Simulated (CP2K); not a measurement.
Runs of CP2K 2026.2 on GaAs. It takes space group F-43m (No. 216, cubic). Conventional cell: a = 5.654 Å, b = 5.654 Å, c = 5.654 Å, α = 90.00°, β = 90.00°, γ = 90.00°. As (site symmetry -43m) has 4 Ga at 2.45 Å as nearest neighbours. Around Ga (site symmetry -43m) lie 4 As at 2.45 Å. 

```tsv
task	level	potentials or basis	spin	k mesh	smearing	EPS_DEFAULT	NGRIDS	points a segment of the path (NPOINTS)	bands added on the path	soc after scf	gap on the mesh (eV)	pressure (GPa)
band structure	r2SCAN	GTH_SOC_POTENTIALS As GTH-PBE-q5, Ga GTH-PBE-q13; DZVP-MOLOPT-SR-GTH basis	SOC, no magnetisation	8 × 8 × 8	fermi-dirac 0.05 eV	1.0E-9	5	10	6	yes	-	1.0
band structure	r2SCAN	GTH_POTENTIALS As GTH-PBE-q5, Ga GTH-PBE-q13; DZVP-MOLOPT-SR-GTH basis	off	8 × 8 × 8	fermi-dirac 0.05 eV	1.0E-9	5	10	6	-	(b)	1.0
band structure	PBE	GTH_SOC_POTENTIALS As GTH-PBE-q5, Ga GTH-PBE-q13; DZVP-MOLOPT-SR-GTH basis	SOC, no magnetisation	8 × 8 × 8	fermi-dirac 0.05 eV	1.0E-9	5	10	6	yes	-	4.2
single point	PBE	POTENTIAL_UZH As GTH-PBE-q5, Ga GTH-PBE-q13; TZVP-MOLOPT-PBE-GTH basis	off	8 × 8 × 8	gaussian 0.012 eV	1.0E-10	4	-	-	-	0.48	(a)
electron localisation function	PBEsol	GTH_POTENTIALS As GTH-PBE-q5, Ga GTH-PBE-q13; DZVP-MOLOPT-SR-GTH basis	off	6 × 6 × 6	fermi-dirac 0.05 eV	1.0E-9	5	-	-	-	0.39	1.9
band structure	PBE	GTH_POTENTIALS As GTH-PBE-q5, Ga GTH-PBE-q13; DZVP-MOLOPT-SR-GTH basis	off	8 × 8 × 8	fermi-dirac 0.05 eV	1.0E-9	5	10	6	-	0.50	4.2
```

Alike in all rows: cell as given.

Problem. Estimate the missing entries.

Solution. (a) 4.0; (b) 0.68.

Caveats: the basis of atomic orbitals isn't converged, which shifts pressures, moduli and gaps; the potentials were made for another functional, which shifts forces and pressure (some runs); the real-space grid breaks the cell's symmetry a little (some runs).

A k mesh can miss the band edges, and rows without SOC leave out spin-orbit coupling on As, Ga.
